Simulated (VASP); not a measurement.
# CdTe (F-43m) in VASP: notebook, part 2 of 2

VASP 6.6.1. The steps go on from the part before.

### Step 4. Dielectric tensor, PBE

Input file INCAR:

```
SYSTEM = CdTe
PREC = Accurate ; ENCUT = 350
EDIFF = 1E-8 ; ISMEAR = 0
SIGMA = 0.01 ; LREAL = Auto
LASPH = .True. ; NELM = 100
ALGO = Normal ; ISIF = 2
LWAVE = .False. ; LCHARG = .False.
GGA = PE ; LEPSILON = .True.
```

Input file KPOINTS:

```
Automatic mesh
0
Gamma
  9 9 9
  0 0 0
```

Input file POSCAR:

```
CdTe
1.0
    0.0000000000      3.2050000000      3.2050000000
    3.2050000000      0.0000000000      3.2050000000
    3.2050000000      3.2050000000      0.0000000000
Te Cd
1 1
Direct
    0.7500000000      0.7500000000      0.7500000000
    0.0000000000      0.0000000000      0.0000000000
```

Potentials or basis: VASP PAW PBE potentials, release 64 (Te, Cd).

On the command line:

```sh
> cat potpaw_PBE.64/Te/POTCAR potpaw_PBE.64/Cd/POTCAR > POTCAR
> mpirun -np 1 vasp_std > vasp.out
```

OUTCAR:

```text
SYSTEM = CdTe
   PREC = Accurate
   ENCUT = 350
   EDIFF = 1E-8
   ISMEAR = 0
   LREAL = Auto
   LASPH = .True.
   NELM = 100
   ISIF = 2
   GGA = PE
   LEPSILON = .True.

 Found     35 irreducible k-points:

 Following reciprocal coordinates:
            Coordinates               Weight
  0.000000  0.000000  0.000000      1.000000
  0.111111  0.000000  0.000000      8.000000
  0.222222  0.000000  0.000000      8.000000
  0.333333  0.000000  0.000000      8.000000
  0.444444  0.000000  0.000000      8.000000
  0.111111  0.111111  0.000000      6.000000
   k-points           NKPTS =     35   k-points in BZ     NKDIM =     35   number of bands    NBANDS=     13
   number of dos      NEDOS =    301   number of ions     NIONS =      2
   total plane-waves  NPLWV =  21952
   dimension x,y,z NGX =    28 NGY =   28 NGZ =   28
   dimension x,y,z NGXF=    56 NGYF=   56 NGZF=   56
   ions per type =               1   1
   NGX,Y,Z   is equivalent  to a cutoff of  10.27, 10.27, 10.27 a.u.
   NGXF,Y,Z  is equivalent  to a cutoff of  20.54, 20.54, 20.54 a.u.
 SYSTEM =  CdTe
   PREC   = accura    normal or accurate (medium, high low for compatibility)
   ISTART =      0    job   : 0-new  1-cont  2-samecut
   ICHARG =      2    charge: 1-file 2-atom 10-const
   ISPIN  =      1    spin polarized calculation?
   LNONCOLLINEAR =      F non collinear calculations
   LSORBIT =      F    spin-orbit coupling
   LASPH  =      T    aspherical Exc in radial PAW
   ENCUT  =  350.0 eV  25.72 Ry    5.07 a.u.   6.91  6.91  6.91*2*pi/ulx,y,z
   NELM   =    100;   NELMIN=  2; NELMDL= -5     # of ELM steps
   EDIFF  = 0.1E-07   stopping-criterion for ELM
   LREAL  =      T    real-space projection
   EDIFFG = 0.1E-06   stopping-criterion for IOM
   NSW    =      0    number of steps for IOM
   IBRION =     -1    ionic relax: 0-MD 1-quasi-New 2-CG
   NFREE  =      0    steps in history (QN), initial steepest desc. (CG)
   ISIF   =      2    stress and relaxation
   ISYM   =      2    0-nonsym 1-usesym 2-fastsym
   POTIM  = 0.5000    time-step for ionic-motion
   TEBEG  =    0.0;   TEEND  =   0.0 temperature during run
   PSTRESS=    0.0 pullay stress
[... 169 lines left out ...]
           0.000000     9.741497    -0.000000
          -0.000000     0.000000     9.741497
 ------------------------------------------------------

 Free energy of the ion-electron system (eV)
  ---------------------------------------------------
  ---------------------------------------------------
  free energy    TOTEN  =        -1.64499287 eV

  energy without entropy =       -1.64499287

------------------------ aborting loop because EDIFF is reached ----------------------------------------

--------------------------------------- Ionic step        2  -------------------------------------------

------------------------ aborting loop because EDIFF is reached ----------------------------------------

--------------------------------------- Ionic step        3  -------------------------------------------

 Free energy of the ion-electron system (eV)
  ---------------------------------------------------
  ---------------------------------------------------
  free energy    TOTEN  =        -1.64499401 eV

  energy without entropy =       -1.64499401

------------------------ aborting loop because EDIFF is reached ----------------------------------------

 PIEZOELECTRIC TENSOR FIELD DIRECTION 3  (e Angst)
 -----------------------------------------------------------------------------
    -0.00149  2.44954  0.00000           (  0.00000 -0.07150  0.00000)
     2.44954 -0.00149  0.00000           ( -0.07150  0.00000  0.00000)
     0.00000  0.00000 -0.00065           (  0.00000  0.00000  0.00000)

 PIEZOELECTRIC TENSOR FIELD DIRECTION 3  (C/m^2)
 -----------------------------------------------------------------------------
    -0.00036  0.59605  0.00000
     0.59605 -0.00036  0.00000
     0.00000  0.00000 -0.00016

 MACROSCOPIC STATIC DIELECTRIC TENSOR (including local field effects in DFT)
 ------------------------------------------------------
           9.355652     0.000000     0.000000
           0.000000     9.355652     0.000000
          -0.000000     0.000000     9.355652
 ------------------------------------------------------

 PIEZOELECTRIC TENSOR (including local field effects)  for field in x, y, z        (e  Angst)
          XX          YY          ZZ          XY          YZ          ZX
  --------------------------------------------------------------------------------
  x    -0.00000     0.00000     0.00000     0.00000     2.46831     0.00000
  y     0.00000     0.00000     0.00000     0.00000     0.00000     2.46831
  z     0.00000     0.00000     0.00000     2.46831     0.00000     0.00000

 PIEZOELECTRIC TENSOR (including local field effects)  for field in x, y, z        (C/m^2)
          XX          YY          ZZ          XY          YZ          ZX
  --------------------------------------------------------------------------------
  x    -0.00000     0.00000     0.00000     0.00000     0.60061     0.00000
  y     0.00000     0.00000     0.00000     0.00000     0.00000     0.60061
  z     0.00000     0.00000     0.00000     0.60061     0.00000     0.00000

 BORN EFFECTIVE CHARGES (including local field effects) (in |e|, cummulative output)
 ---------------------------------------------------------------------------------
 ion    1
    1    -2.15650    -0.00000    -0.00000
    2    -0.00000    -2.15650    -0.00000
    3    -0.00000    -0.00000    -2.15650
 ion    2
    1     2.15650     0.00000     0.00000
    2     0.00000     2.15650     0.00000
    3     0.00000     0.00000     2.15650
```

Run time: 3.7 min. Hardware: 1 thread of Intel Xeon 6975P-C (Granite Rapids), shared host; peak memory 0.25 GiB.

These settings aren't checked as converged: the numbers below hold their error.

Results:

```yaml
Band_gap_on_the_k_mesh: 0.87 eV, direct
Electronic_dielectric_tensor_diagonal: 9.36
Born_charges_mean_of_the_diagonal: Te -2.16; Cd +2.16 e
```

Caveat: spin-orbit coupling is left out, which moves the levels of the heavy elements.
